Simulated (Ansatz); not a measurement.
The system is AlCu.

```
CELL_PARAMETERS angstrom
2.99751 0.00000 0.00000
0.00000 2.99751 0.00000
0.00000 0.00000 2.99751
ATOMIC_POSITIONS crystal
Cu 0.50000 0.50000 0.50000
Al 0.00000 0.00000 0.00000
```

The cell comes from a database or a generator and needn't be the stable form of this composition.

* Program: Ansatz 0.2.0
* Task: relaxation of cell and atoms
* Functional: PBEsol
* Potentials or basis: Ansatz PAW
* Cutoff: 420 eV (not typed: the program's choice for these potentials)
* k mesh: 9 × 9 × 9
* Occupations: fermi-dirac, width 0.05 eV
* Spin: no spin polarisation

At the start: volume 13.47 Å³/atom.

Question: How do energy, volume and symmetry change on relaxing?

Answer: It ends after 5 steps and the volume is 12.93 Å³/atom (-4.0 %); space group Pm-3m (No. 221, to 0.05 Å).

The path:
```tsv
step	energy change (eV)	largest force (eV/Å)	volume (Å³)
1	0.0000	0.0000	26.93
2	-0.0152	0.0000	26.17
3	-0.0168	0.0000	25.83
4	-0.0168	0.0000	25.86
5	-0.0164	0.0000	25.86
```

Final structure:
```
Cu Al
1.0
     2.95709    0.00000    0.00000
     0.00000    2.95709    0.00000
     0.00000    0.00000    2.95709
Cu Al
1 1
Direct
  0.50000 0.50000 0.50000
  0.00000 0.00000 0.00000
```

Caveat: the plane-wave basis is chosen anew once the cell has moved, so the energies of steps on either side of that aren't comparable; the PAW data sets come from PBE, with cores solved anew for the run's functional, which leaves a small shift of forces and pressure.
